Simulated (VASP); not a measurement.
Wanted: the native input for a VASP 6.6.1 run.

```
Task                   : single point
Functional             : PBEsol
Potentials or basis    : VASP PAW PBE potentials, release 64 (Pb_d)
Cutoff                 : 520 eV
k mesh                 : 8 × 8 × 8
Occupations            : fermi-dirac, width 0.1 eV
Spin                   : no spin polarisation
Dipole correction      : no
Further INCAR settings : ALGO = Fast; EDIFF = 1e-06; NBANDS = 13
```

The structure of Pb lies in POSCAR:

```
Pb
1.0
   -2.0311436290      2.0311436290      2.0311436290
    2.0311436290     -2.0311436290      2.0311436290
    2.0311436290      2.0311436290     -2.0311436290
Pb
1
Direct
    0.0000000000      0.0000000000      0.0000000000
```

This isn't the form of Pb at room conditions, which is fcc.

The input as run:

INCAR

```
PREC = Accurate
ENCUT = 520
EDIFF = 1E-6
ISMEAR = -1
SIGMA = 0.1
LREAL = F
LASPH = T
NELM = 100
ALGO = Fast
ISIF = 2
LWAVE = F
LCHARG = F
GGA = PS
NBANDS = 13
```

KPOINTS

```
Automatic mesh
0
Gamma
  8 8 8
```

Potentials or basis: VASP PAW PBE potentials, release 64 (Pb_d).

The run is started by

```sh
$ cat potpaw_PBE.64/Pb_d/POTCAR > POTCAR
$ mpirun -np 1 vasp_std > vasp.out
```

Results of the run:

```yaml
Pressure: -4.0 GPa
Band_gap_on_the_k_mesh: none (metal or under the smearing width)
```

Caveat: the PAW data sets were made with another functional, which shifts forces and pressure a little.

Wall time 7.8 s on 1 thread of Intel(R) Xeon(R) Platinum 8559C (Emerald Rapids) (shared host), peak memory 0.15 GiB.
